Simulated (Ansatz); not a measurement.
**Two Ansatz runs on Re**

The cell comes from COD entry 1534939, which wasn't checked; take it as a given geometry. The listed cell was then made from it by scaling, straining or moving an atom.

First run: DFT, PBE, PAW with Ansatz's default frozen-core files, scalar-relativistic (Ansatz 0.2.0).

Command: `ansatz run input.yaml --threads 1 --pin off --max-ram 2048MiB --backend cpu --events-out ev --progress --plain --runs-dir out` The run took 3.6 s on 1 thread of AMD EPYC 7R43 64-Core Processor (Zen 3), on a shared host, peak memory 0.39 GiB.

```yaml
crystal:
  lattice:
    - [0.0, 1.9350255327, 1.9350255327]
    - [1.9350255327, 0.0, 1.9350255327]
    - [1.9350255327, 1.9350255327, 0.0]
  atoms:
    - { symbol: Re, position: [0.0, 0.0, 0.0] }
kpoints:
  mp_grid: { grid: [14, 14, 14] }
scf:
  occupations: { method: fermi_dirac, width: 0.05 }
hamiltonian:
  xc: pbe
  pseudopotentials: { kind: paw }
output:
  forces: true
  stress: true
  eigenvalues: true
  efg: { contact_densities: true }
```

Result: converged; pressure 13.43 GPa; 6 SCF iterations.

Spin–orbit coupling is left out, though it moves levels of the heavy atoms by tenths of an eV or more.

A second input differs as follows:

```diff
@@ -10,4 +10,5 @@
 scf:
   occupations: { method: fermi_dirac, width: 0.05 }
+  max_iter: 100
 hamiltonian:
   xc: pbe
@@ -18,3 +19,5 @@
   eigenvalues: true
   efg: { contact_densities: true }
+basis:
+  ENCUT: 400
```

Question: What is wrong with it, and what does the program do?

Answer: The fault is a keyword of another program. The run refused before any iteration. The log ends:
```
Error: YAML parse error: error: line 22 column 3: unknown field `ENCUT`, expected one of ecutwfc, ecutrho_ratio, smooth_cutoff_half_width, xc_grid, low_memory, fft_grid_basis, precision, gaussian, splines
  --> <input>:22:3
   |
20 |   efg: { contact_densities: true }
21 | basis:
22 |   ENCUT: 400
   |   ^ unknown field `ENCUT`, expected one of ecutwfc, ecutrho_ratio, smooth_cutoff_half_width, xc_grid, low_memory, fft_grid_basis, precision, gaussian, splines
```
